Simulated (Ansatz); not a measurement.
## GaP (R-3m): relaxing the cell for a phonon run

Wanted: the relaxed cell of GaP (R-3m).

Method: DFT LDA, scalar-relativistic, plane waves, PseudoDojo norm-conserving pseudopotentials, in Ansatz 0.2.0.

## Step 1: Starting point

It takes space group R-3m (No. 166, trigonal). The conventional cell has a = 3.886 Å, b = 3.886 Å, c = 19.292 Å, α = 90.00°, β = 90.00°, γ = 120.00°. Nearest to Ga lie 3 P at 2.40 Å and 1 Ga at 2.49 Å. P has 1 P at 2.21 Å and 3 Ga at 2.40 Å nearest. Farther neighbours are not listed.

## Step 2: A coarse first look

A quick single point on a coarse mesh tells whether the cell has a gap and how far it is from rest, which sets the k mesh and smearing that follow.

Input file input.yaml:

```yaml
crystal:
  lattice:
    - [1.9430151755, 1.1218003346, 6.4308101003]
    - [-1.9430151755, 1.1218003346, 6.4308101003]
    - [0.0, -2.2436006692, 6.4308101003]
  atoms:
    - { symbol: Ga, position: [0.435372, 0.435372, 0.435372] }
    - { symbol: Ga, position: [0.564628, 0.564628, 0.564628] }
    - { symbol: P, position: [0.057389, 0.057389, 0.057389] }
    - { symbol: P, position: [0.942611, 0.942611, 0.942611] }
kpoints:
  mp_grid: { grid: [6, 6, 6] }
hamiltonian:
  xc: lda
  pseudopotentials: { kind: nc, accuracy: standard }
scf:
  occupations: { method: gaussian, width: 0.1 }
output:
  forces: true
  stress: true
  eigenvalues: true
```

Command:

```bash
ansatz run input.yaml --threads 4 --pin off --max-ram 7168MiB --backend cpu --events-out ev --progress --plain --runs-dir out
```

Numbers of over 12 decimals in the logs are rounded to 6 here.

What it wrote:

```text
[...]
P = ⅓ Tr σ = -4.8902 GPa (-48.902 kbar)
--- Band table (eV; the first three rows and the last of 32) ---
  k-point 0: bands = [... 14 lower, 5.4319, 6.9206, 7.2192, 7.2192, 8.1806, 8.5080, 9.9055, 10.8003]
  k-point 1: bands = [... 14 lower, 5.1096, 5.1310, 6.4342, 6.6128, 9.3167, 9.5771, 9.8825, 11.4952]
  k-point 2: bands = [... 14 lower, 2.7935, 4.6009, 5.2858, 5.7903, 8.9649, 9.7830, 10.3961, 11.9106]
  k-point 31: bands = [... 14 lower, 5.5243, 5.5243, 6.9610, 6.9610, 8.1811, 9.4439, 10.9982, 10.9982]
[key lines of the parts left out:]
SCF converged after 7 iterations
Free energy (F): -4535.491161 eV
Fermi energy:    7.569613 eV
```

Wall time 6.7 s (4 threads of Arm Neoverse N1, shared host); peak memory 0.55 GiB; 22 s of CPU time.

Numbers from this step:

```
pressure           : -4.890 GPa
volume per atom    : 21.03 Å³
gap on the k-mesh  : 0.7062 eV
direct gap on mesh : 0.9614 eV
```

The coarse mesh shows a gap of 0.71 eV and a pressure of -4.9 GPa.

## Step 3: Relaxation

The cell and atoms are relaxed, since residual forces and stress would shift the frequencies.

input.yaml, the sections that differ from step 2:

```yaml
kpoints:
  mp_grid: { grid: [9, 9, 9] }
scf:
  occupations: { method: gaussian, width: 0.02 }
relax:
  adjacent_minimum: "off"
  f_tol: 0.005
  max_steps: 80
  cell: { stress_tol: 0.05 }
# crystal, hamiltonian, output: as in step 2
```

What it wrote:

```text
[...]
Crystal: 4 atoms, lattice volume = 84.102 Å³
Basis set: ecut = 1088.45545 eV, 6875 PW (Γ), FFT grids on a1−a3, a2−a3, a3
Bands: 22, of which v1, the nominal top of the filled ones, is band 18 counted from 1 (17 counted from 0)
Symmetry: 12 space group operations
[...]
k-points: 85 of 729
[...]
SCF iter   1: F=—  HF=-4535.864921 eV  |F-HF|=—  |Δ(HF+E_count)|=         —  Δρ=3.74e-2  dr2=1.30e0  ethr=3.10e-3  ⟨swp⟩=7.3  Hψ=9914  notcnv=0
[...]
SCF iter   7: F=-4535.507962 eV  HF=-4535.507962 eV  |F-HF|=3.77e-8  |Δ(HF+E_count)|=   3.77e-7  Δρ=9.56e-6  dr2=5.27e-8  ethr=2.78e-10  ⟨swp⟩=5.1  Hψ=10814  notcnv=0
SCF 1 converged in 7 iterations: F = -4535.507962 eV  dr2 = 5.27e-8
relax step   1: F+E_penalty+E_count = -4535.50796210 eV  Δ(F+E_penalty+E_count) = +0.000e0 eV  max|allowed force component| = 1.130e-1 eV/Å  Δτ_max = 0.0000 Å  P = -4.894 GPa  Ω = 84.102 Å³  (7 SCF iters, dr2 threshold 1.00e-7 eV, accepted)
Crystal: 4 atoms, lattice volume = 79.923 Å³
Basis set: ecut = 1088.45545 eV, 6515 PW (Γ), FFT grids on a1−a3, a2−a3, a3
[...]
iter 1 solved again at ethr=2.71e-5 eV; its pass at ethr=3.10e-3 eV (dr2=9.74e-3 eV) is discarded
[...]
SCF iter   6: F=-4535.595430 eV  HF=-4535.595430 eV  |F-HF|=7.55e-9  |Δ(HF+E_count)|=   1.98e-7  Δρ=5.61e-6  dr2=1.24e-8  ethr=1.11e-9  ⟨swp⟩=6.3  Hψ=8691  notcnv=0
SCF 2 converged in 6 iterations: F = -4535.595430 eV  dr2 = 1.24e-8
relax step   2: F+E_penalty+E_count = -4535.59542955 eV  Δ(F+E_penalty+E_count) = -8.747e-2 eV  max|allowed force component| = 1.011e-1 eV/Å  Δτ_max = 0.0145 Å  P = -1.511 GPa  Ω = 79.923 Å³  energy of the carried Pulay correction = +7.373e-4 eV  (6 SCF iters, dr2 threshold 4.00e-7 eV, accepted)
Crystal: 4 atoms, lattice volume = 78.228 Å³
Basis set: ecut = 1088.45545 eV, 6345 PW (Γ), FFT grids on a1−a3, a2−a3, a3
[...]
SCF iter   5: F=-4535.603096 eV  HF=-4535.603096 eV  |F-HF|=3.82e-8  |Δ(HF+E_count)|=   2.71e-7  Δρ=1.27e-5  dr2=8.13e-8  ethr=1.11e-9  ⟨swp⟩=6.9  Hψ=9032  notcnv=0
SCF 3 converged in 5 iterations: F = -4535.603096 eV  dr2 = 8.13e-8
relax step   3: F+E_penalty+E_count = -4535.60309644 eV  Δ(F+E_penalty+E_count) = -7.667e-3 eV  max|allowed force component| = 2.847e-2 eV/Å  Δτ_max = 0.0058 Å  P = +0.239 GPa  Ω = 78.228 Å³  energy of the carried Pulay correction = +1.047e-3 eV  (5 SCF iters, dr2 threshold 4.00e-7 eV, accepted)
[...]
relax step   4: F+E_penalty+E_count = -4535.60333905 eV  Δ(F+E_penalty+E_count) = -2.426e-4 eV  max|allowed force component| = 4.457e-3 eV/Å  Δτ_max = 0.0023 Å  P = +0.004 GPa  Ω = 78.433 Å³  energy of the carried Pulay correction = +1.009e-3 eV  (3 SCF iters, dr2 threshold 3.63e-7 eV, accepted)
[...]
relax step   5: F+E_penalty+E_count = -4535.60285511 eV  Δ(F+E_penalty+E_count) = +4.839e-4 eV  max|allowed force component| = 4.442e-3 eV/Å  Δτ_max = 0.0000 Å  P = -0.017 GPa  Ω = 78.433 Å³  stress off target by 6.90e-2 GPa  SCF on the basis re-selected at this cell (its energy is not comparable with the rows above)  (5 SCF iters)
[...]
relax step   6: F+E_penalty+E_count = -4535.60286707 eV  Δ(F+E_penalty+E_count) = -1.196e-5 eV  max|allowed force component| = 8.043e-5 eV/Å  Δτ_max = 0.0004 Å  P = -0.002 GPa  Ω = 78.422 Å³  energy of the carried Pulay correction = +2.060e-6 eV  (3 SCF iters, dr2 threshold 1.19e-8 eV, accepted)
[...]
SCF iter   1: F=—  HF=-4535.602750 eV  |F-HF|=—  |Δ(HF+E_count)|=         —  Δρ=2.94e-6  dr2=7.61e-9  ethr=4.75e-7  ⟨swp⟩=3.1  Hψ=15663  notcnv=0
eigensolver tolerance schedule: the retry pair's looser diagonalisation over-reported the residual by 22496.60 of it (diagonalisation noise at an unbounded share of the residual, at the tolerance the schedule requests for it); recorded, not acted on — ethr = c·dr2/N_el stays at c = 1.0e-1
[...]
SCF iter   2: F=—  HF=-4535.602864 eV  |F-HF|=—  |Δ(HF+E_count)|=   1.14e-4  Δρ=1.58e-6  dr2=2.03e-9  ethr=2.11e-11  ⟨swp⟩=4.0  Hψ=5165  notcnv=0
[...]
SCF iter   4: F=-4535.602864 eV  HF=-4535.602864 eV  |F-HF|=3.64e-12  |Δ(HF+E_count)|=  5.46e-12  Δρ=1.48e-7  dr2=1.17e-11  ethr=1.00e-12  ⟨swp⟩=4.3  Hψ=8407  notcnv=0
SCF 7 converged in 4 iterations: F = -4535.602864 eV  dr2 = 1.17e-11
relax step   7: F+E_penalty+E_count = -4535.60286437 eV  Δ(F+E_penalty+E_count) = +2.700e-6 eV  max|allowed force component| = 9.077e-5 eV/Å  Δτ_max = 0.0000 Å  P = -0.002 GPa  Ω = 78.422 Å³  stress off target by 3.62e-3 GPa  SCF on the basis re-selected at this cell (its energy is not comparable with the rows above)  (4 SCF iters)
[...]
SCF converged after 4 iterations
Free energy (F): -4535.602864 eV
[...]
Internal energy: -4535.602864 eV  (E = F + TS)
E sigma→0 (E₀):  -4535.602864 eV
Fermi energy:    8.481775 eV
[...]
--- Forces (eV/Å), atoms counted from 1 ---
  atom   1  Ga     0.00000000     0.00000000    -0.00003468
  atom   2  Ga    -0.00000000    -0.00000000     0.00003468
  atom   3  P     -0.00000000     0.00000000    -0.00009077
  atom   4  P      0.00000000    -0.00000000     0.00009077
  max |Σ_I F_I| component: 1.39e-17 eV/Å
--- Stress (GPa, compression-positive) ---
       -0.003618       0.000000       0.000000
        0.000000      -0.003618       0.000000
        0.000000       0.000000       0.000002
  P = ⅓ Tr σ = -0.0024 GPa (-0.024 kbar)
--- Band table (eV; the first three rows and the last of 85) ---
  k-point 0: bands = [... 14 lower, 6.2640, 7.8592, 8.1079, 8.1079, 9.2533, 9.9599, 10.8290, 11.7206]
  k-point 1: bands = [... 14 lower, 6.0882, 6.9192, 7.6190, 7.7562, 10.0475, 10.3753, 11.0494, 12.0196]
  k-point 2: bands = [... 14 lower, 5.1340, 5.7085, 6.9608, 7.0930, 10.3197, 10.6420, 11.0341, 13.0101]
  k-point 84: bands = [... 14 lower, 5.4790, 6.1339, 7.0280, 7.6325, 10.0737, 10.9452, 11.9095, 12.1893]
--- Relaxed structure (5 steps of the walk, 5 accepted, 2 SCFs on fresh bases) ---
  F+E_penalty+E_count = -4535.60286437 eV   max|allowed force component| = 9.077e-5 eV/Å   (the final SCF, on the basis selected at the relaxed cell)
  cell:  # Å, volume = 78.4219 Å³
    - [1.896902, 1.095177, 6.291540]
    - [-1.896902, 1.095177, 6.291540]
    - [0, -2.190353, 6.291540]
  atoms:
    - { symbol: Ga, position: [0.435919, 0.435919, 0.435919] }
    - { symbol: Ga, position: [0.564081, 0.564081, 0.564081] }
    - { symbol: P, position: [0.058043, 0.058043, 0.058043] }
    - { symbol: P, position: [0.941957, 0.941957, 0.941957] }
```

The job ended after 1.8 min (4 threads; peak memory 0.8 GiB; 6.9 min of CPU time).

The steps of the relaxation:

```csv
step,energy less that of the first step (eV),largest force component (eV/Å),pressure (GPa),volume (Å³)
1,0.0000,0.1130,-4.89,84.10
2,-0.0875,0.1011,-1.51,79.92
3,-0.0951,0.0285,0.24,78.23
4,-0.0954,0.0045,0.00,78.43
5*,-0.0949,0.0044,-0.02,78.43
6,-0.0949,0.0001,0.00,78.42
7*,-0.0949,0.0001,0.00,78.42
```

Relaxation steps marked * repeat the geometry before them on a plane-wave basis chosen anew for their cell, so energy and pressure can jump there.

The run keeps the 12 symmetry operations that it works with, so distortions that break them were not tested.

```
conventional cell, symmetrised  before   after  change
                         a (Å)   3.886   3.794  -2.4 %
                         b (Å)   3.886   3.794  -2.4 %
                         c (Å)  19.292  18.875  -2.2 %
              volume (Å³/atom)   21.03   19.61  -6.8 %
```

The atoms that moved most (Å, as changes of fractional coordinates times the final cell):

```
atom     dx     dy      dz  length
  P3  0.000  0.000   0.012   0.012
  P4  0.000  0.000  -0.012   0.012
 Ga2  0.000  0.000  -0.010   0.010
 Ga1  0.000  0.000   0.010   0.010
```

Final coordinates:

```xyz
4
Lattice="1.8969 1.0952 6.2915 -1.8969 1.0952 6.2915 0.0000 -2.1904 6.2915" Properties=species:S:1:pos:R:3 pbc="T T T"
Ga    0.0000    0.0000    8.2278
Ga    0.0000    0.0000   10.6468
P     0.0000    0.0000    1.0955
P     0.0000    0.0000   17.7791
```

Numbers from this step:

| Item | Value |
| --- | --- |
| pressure | -0.002411 GPa |
| gap on the k-mesh | 0.7484 eV |
| volume per atom | 19.61 Å³ |
| direct gap on mesh | 1.145 eV |

In this step the volume went from 21.03 to 19.61 Å³/atom.

## Step 4: Relaxing to small forces for the phonons

Phonons need a cell at rest on their own settings, so the relaxation is repeated with tight tolerances on forces and stress, using the mesh and the filling of the phonon run that follows.

input.yaml, the sections that differ from step 3:

```yaml
crystal:
  lattice:
    - [1.8969017321, 1.0951767256, 6.2915397606]
    - [-1.8969017321, 1.0951767256, 6.2915397606]
    - [0.0, -2.1903534513, 6.2915397606]
  atoms:
    - { symbol: Ga, position: [0.4359191569, 0.4359191569, 0.4359191569] }
    - { symbol: Ga, position: [0.5640808431, 0.5640808431, 0.5640808431] }
    - { symbol: P, position: [0.0580433647, 0.0580433647, 0.0580433647] }
    - { symbol: P, position: [0.9419566353, 0.9419566353, 0.9419566353] }
scf:
  occupations: { method: fixed }
relax:
  adjacent_minimum: "off"
  f_tol: 0.001
  max_steps: 60
  cell: { stress_tol: 0.01 }
# kpoints, hamiltonian, output: as in step 3
```

What it wrote:

```text
[...]
Crystal: 4 atoms, lattice volume = 78.422 Å³
Basis set: ecut = 1088.45545 eV, 6357 PW (Γ), FFT grids on a1−a3, a2−a3, a3
Bands: 22, of which v1, the nominal top of the filled ones, is band 18 counted from 1 (17 counted from 0)
[... 1 set-up line as in the run before ...]
[...]
k-points: 85 of 729
[...]
--- Relaxed structure (1 steps of the walk, 1 accepted, 1 SCFs on fresh bases) ---
[...]
cell:  # Å, volume = 78.4219 Å³
    - [1.896902, 1.095177, 6.291540]
    - [-1.896902, 1.095177, 6.291540]
    - [0.0, -2.190353, 6.291540]
  atoms:
    - { symbol: Ga, position: [0.435919, 0.435919, 0.435919] }
    - { symbol: Ga, position: [0.564081, 0.564081, 0.564081] }
    - { symbol: P, position: [0.058043, 0.058043, 0.058043] }
    - { symbol: P, position: [0.941957, 0.941957, 0.941957] }
[key lines of the parts left out:]
SCF converged after 6 iterations
Free energy (F): -4535.602864 eV
Fermi energy:    8.107893 eV
P = ⅓ Tr σ = -0.0024 GPa (-0.024 kbar)
```

Run time: 37 s. Hardware: 4 threads; peak memory 0.75 GiB.

Little changed from the start: no atom moved by 0.005 Å and no cell edge by 0.1 %.

Numbers from this step:

| Property | Result |
| --- | --- |
| pressure | -0.002412 GPa |
| gap on the k-mesh | 0.7483 eV |

The largest force component left is 0.092 meV/Å and the pressure is -0.002 GPa, within the tolerances set. The cell now holds 19.61 Å³/atom.

## Step 5: Results

```json
{"space group after relaxation (within 0.01 Å)": "R-3m", "lattice constant a": "3.794 Å", "lattice constant b": "3.794 Å", "lattice constant c": "18.875 Å", "volume per atom": "19.6 Å³", "gap on the k-mesh": "0.748 eV"}
```

The largest force component left is 0.092 meV/Å and the pressure is -0.002 GPa, within the tolerances set. The cell now holds 19.61 Å³/atom. The relaxation keeps the symmetry of its start, so it says nothing on stability against lower symmetry.

[Logs are printed without paths, hosts, clocks, repeated set-up lines and the standing remarks that a program may print on its own settings, such as how far it seeks lower states.]

[Hosts, paths, dates, database ids (printed as entryN), source tags and the programs' standing remarks are cut or masked in the printed files.]
